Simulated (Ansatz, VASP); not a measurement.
Si in VASP and in Ansatz

```
Si
1.0
     0.00000    2.69724    2.69724
     2.69724    0.00000    2.69724
     2.69724    2.69724    0.00000
Si
2
Direct
  0.50000 0.50000 0.50000
  0.75000 0.75000 0.75000
```

Change from the starting cell: volume scaled by 0.98.

Alike in both runs: task single point; functional LDA; k mesh 12 × 12 × 12; occupations fermi-dirac, width 0.08 eV; no spin polarisation.

|  | VASP | Ansatz |
| --- | --- | --- |
| version | VASP 6.6.1 | Ansatz 0.2.0 |
| potentials or method | VASP PAW LDA potentials, release 64 (Si), cutoff 520 eV | all-electron LAPW, scalar-relativistic |

Ansatz gave:

```
pressure (GPa) : 0.3
```

**Question.** What did VASP give for the same quantities?

**Answer.** Pressure (GPa): 0.4.

Ansatz ran all-electron here, so the differences hold the error of VASP's frozen core and of both bases.
